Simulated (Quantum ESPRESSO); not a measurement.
Cu: phonon spectrum and thermodynamics under several settings

```
Cu
1.0
     0.00000    1.80750    1.80750
     1.80750    0.00000    1.80750
     1.80750    1.80750    0.00000
Cu
1
Cartesian
  0.0000 0.0000 0.0000
```

All runs used Quantum ESPRESSO 7.5; k mesh 12 × 12 × 12; relaxed cell; no spin polarisation; cutoff 762 eV; occupations cold, width 0.2 eV; q mesh 2 × 2 × 2.

```tsv
level	potentials	volume (Å³/atom)	pressure (GPa)	highest frequency (cm⁻¹)	zero-point energy (meV/atom)	entropy at room temperature (k_B/atom)
LDA	GBRV 1.5 LDA	10.91	-0.4	277	33.8	3.65
PBE	GBRV 1.5 PBE	?	0.1	?	?	?
PBEsol	GBRV 1.5 PBEsol	11.33	-0.2	266	32.6	3.75
```

Question: What stands in the row left open?

Answer: Volume 11.93 Å³/atom; highest frequency 247 cm⁻¹; zero-point energy 30.4 meV/atom; entropy at room temperature 3.94 k_B/atom.

Caveats: the mesh is thin for the phonons of a metal (some runs).

For the row left open. Caveat: the q mesh is small, so phonon branches between its points and thermal values are rough.
